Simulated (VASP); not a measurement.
Crystal: LiH.

```
CELL_PARAMETERS angstrom
2.50699 0.00000 0.00000
0.00000 2.50699 0.00000
0.00000 0.00000 2.50699
ATOMIC_POSITIONS crystal
Li 0.50000 0.50000 0.50000
H 0.00000 0.00000 0.00000
```

The cell was built by a generator and needn't be a form met in nature.

| Property | Result |
| --- | --- |
| Program | VASP 6.6.1 |
| Task | relaxation of cell and atoms |
| Functional | RPBE |
| Dispersion | D3 |
| Potentials or basis | VASP PAW PBE potentials, release 64 (Li_sv, H) |
| Cutoff | 600 eV |
| k mesh | 11 × 11 × 11 |
| Occupations | fermi-dirac, width 0.05 eV |
| Spin | no spin polarisation |

At the start: pressure -2.4 GPa; volume 7.88 Å³/atom.

How do energy, volume and symmetry change on relaxing?

Over 3 steps the energy falls by 4.4 meV/atom and the volume is 7.37 Å³/atom (-6.5 %); space group Pm-3m (No. 221, to 0.05 Å).

The path:
```
step  energy change (eV)  largest force (eV/Å)  pressure (GPa)  volume (Å³)
   1              0.0000                0.0000           -2.44        15.76
   2             -0.0037                0.0000           -1.91        15.48
   3             -0.0088                0.0000           -0.21        14.74
```

Final structure:
```xyz
2
Lattice="2.4519 0.0000 0.0000 0.0000 2.4519 0.0000 0.0000 0.0000 2.4519" Properties=species:S:1:pos:R:3 pbc="T T T"
Li    1.2259    1.2259    1.2259
H     0.0000    0.0000    0.0000
```

Caveat: the cutoff is under 1.25 times the usual one of these potentials, so pressure, stress and relaxed cells hold a basis-set (Pulay) error; the PAW data sets were made with another functional, which shifts forces and pressure a little.
